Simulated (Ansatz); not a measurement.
# TaN: the cost of one run

Method: DFT LDA, scalar-relativistic, in Ansatz 0.2.0.

## 1. Starting point

The structure is hexagonal, space group P6_3mc (No. 186). The conventional cell has a = 3.050 Å, b = 3.050 Å, c = 4.940 Å, α = 90.00°, β = 90.00°, γ = 120.00°. Around Ta (site symmetry 3m) lie 4 N at 1.85 to 1.90 Å. Around N (site symmetry 3m) lie 4 Ta at 1.85 to 1.90 Å.

Structure file:

```xyz
4
Lattice="3.0500 0.0000 0.0000 -1.5250 2.6414 0.0000 0.0000 0.0000 4.9400" Properties=species:S:1:pos:R:3 pbc="T T T"
Ta    0.0000    1.7609    0.0000
Ta    1.5250    0.8805    2.4700
N     0.0000    1.7609    1.9019
N     1.5250    0.8805    4.3719
```

Atoms are numbered in the order of the input: Ta1, Ta2, N3, N4.

## 2. Volume × 0.94, LAPW

input.yaml

```yaml
crystal:
  lattice:
    - [2.9877386998, 0.0, 0.0]
    - [-1.49386935, 2.587457614, 0.0]
    - [0.0, 0.0, 4.839155377]
  atoms:
    - { symbol: Ta, position: [0.3333333333, 0.6666666667, 0.0] }
    - { symbol: Ta, position: [0.6666666667, 0.3333333333, 0.5] }
    - { symbol: "N", position: [0.3333333333, 0.6666666667, 0.385] }
    - { symbol: "N", position: [0.6666666667, 0.3333333333, 0.885] }
kpoints:
  mp_grid: { grid: [9, 9, 5] }
  band_path:
    path:
      - [0.0, 0.0, 0.0]
      - [0.5, 0.0, 0.0]
      - [0.3333333333, 0.3333333333, 0.0]
      - [0.0, 0.0, 0.0]
      - [0.0, 0.0, 0.5]
      - [0.5, 0.0, 0.5]
      - [0.3333333333, 0.3333333333, 0.5]
      - [0.0, 0.0, 0.5]
      - [0.5, 0.0, 0.5]
    npoints: 5
scf:
  occupations: { method: fermi_dirac, width: 0.03 }
hamiltonian:
  xc: lda
  pseudopotentials: { kind: all_electron, lapw: { basis_error: 0.001 } }
output:
  forces: true
  stress: true
  eigenvalues: true
```

Command:

```sh
> ansatz run input.yaml --threads 1 --pin off --max-ram 4096MiB --backend cpu --events-out ev --progress --plain --runs-dir out
```

**Question.** How long does this run take on 1 thread of Arm Neoverse V2, shared host, and how much memory does it need?

About 2.4 min, with a peak of 0.54 GiB.
